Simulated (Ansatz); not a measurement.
# Ligand exchange: GeH3(SH) + CHF3S → GeH2(SH)2 + CHF3

Gas-phase species: GeH3(SH), singlet; CHF3S `FC(F)(F)S`, singlet; GeH2(SH)2, singlet; CHF3 (trifluoromethane) `FC(F)F`, singlet. The partners trade H for SH: Ge–H and C–SH bonds give way to Ge–SH and C–H.

Shapes, held fixed at every level: PBE0-D4/def2-TZVP. Flexible molecules stand in one conformer, not always the lowest. Programs: Ansatz 0.2.0. The zero-point and thermal change to 298 K, harmonic and unscaled (PBE0-D4/def2-TZVP), is +11.2 kJ/mol.

```
                level                    kind  ΔH(298 K) (kJ/mol)  less CCSD(T)/def2-TZVPP
    PBE-D4/def2-TZVPP                     GGA               -96.0                     +7.8
  B3LYP-D4/def2-TZVPP           global hybrid              -101.0                     +2.8
   PBE0-D4/def2-TZVPP           global hybrid              -101.1                     +2.7
r2SCAN0-D4/def2-TZVPP           global hybrid              -101.1                     +2.7
   wB97M-V/def2-TZVPP  range-separated hybrid               -94.7                     +9.1
        CCSD/def2-SVP   coupled cluster or CI               -95.9                     +7.9
      CCSD/def2-TZVPP   coupled cluster or CI              -105.0                     -1.2
   CCSD(T)/def2-TZVPP   coupled cluster or CI              -103.8                      0.0
```

The highest level, CCSD(T)/def2-TZVPP, gives ΔH(298 K) = -103.8 kJ/mol; the levels span -105.0 to -94.7. The column of differences is taken from that level and isn't an error. No measured value is set beside it here. Relativity is left out for Ge. Outer-core shells of Ge are correlated, in sets that cover them unevenly.
